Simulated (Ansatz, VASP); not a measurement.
Ta in VASP and in Ansatz

```
Ta
1.0
     0.00000    3.15236    3.15236
     3.15236    0.00000    3.15236
     3.15236    3.15236    0.00000
Ta
2
Direct
  0.12500 0.12500 0.12500
  0.87500 0.87500 0.87500
```

Alike in both runs: task single point; functional revPBE; k mesh 10 × 10 × 10; occupations fermi-dirac, width 0.1 eV; no spin polarisation.

```csv
,VASP,Ansatz
version,VASP 6.6.1,Ansatz 0.2.0
potentials or method,"VASP PAW PBE potentials, release 64 (Ta_pv)","plane waves (420 eV) with PAW, scalar-relativistic"
plane-wave cutoff (eV),520,420
valence electrons in the cell,22,26
```

```tsv
	VASP	Ansatz	Ansatz less VASP
pressure (GPa)	-4.5	-4.5	+0.01
```

The functional is the same, so the differences come from potentials, cutoffs and numerics. The two sets of potentials don't hold the same shells in valence.

Caveats: the PAW data sets were made with another functional, which shifts forces and pressure a little (VASP). The runs have no spin-orbit coupling, so splittings on Ta are missing.
